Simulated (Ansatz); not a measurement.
One relaxed cell of PbS at several levels

A database entry relaxed whole under r2SCAN at zero pressure (Fm-3m, No. 225):

```
Pb S
1.0
     0.00000    2.98790    2.98790
     2.98790    0.00000    2.98790
     2.98790    2.98790    0.00000
Pb S
1 1
Direct
  0.00000 0.00000 0.00000
  0.50000 0.50000 0.50000
```

Its volume is 26.67 Å³ an atom, +2.3 % against the entry's 26.09, which is old or was flagged in a check.

Single points on this cell with plane-wave PAW DFT (Ansatz 0.2.0; r2SCAN 500 eV, hybrids 420 eV; fermi-dirac occupations of width 0.020 eV; no moments): r2SCAN on a 8×8×8 Γ-centred mesh; r2SCAN with spin-orbit coupling on a 8×8×8 Γ-centred mesh; HSE06 on a 8×8×8 Γ-centred mesh; PBE0 on a 8×8×8 Γ-centred mesh.

Q: What does each level give for gap and charges?

A: The runs give:

```tsv
level	gap (eV), or kind	pressure (GPa)	Bader charge of Pb (e)	Bader charge of S (e)
r2SCAN	0.70	0.0	+1.07	-1.07
r2SCAN with spin-orbit coupling	0.21	-0.4	+1.01	-1.01
HSE06	0.89	-0.2	+1.09	-1.09
PBE0	1.46	-0.2	+1.10	-1.10
```

Under r2SCAN the gap is 0.70 eV, over mesh and band path. HSE06 moves it by +0.18 eV and PBE0 by +0.75 eV; PBE0 keeps its exact exchange at long range, which widens the gap over HSE06's by 0.57 eV on their common mesh. Spin-orbit coupling moves the r2SCAN gap by -0.49 eV, which the hybrid values lack.

Caveats: the relaxation kept the start's symmetry; HSE06 is read on its mesh and at the zone's corners, PBE0 on its mesh alone; hybrid pressures are good to a few tenths of a GPa; pressure is positive in compression.
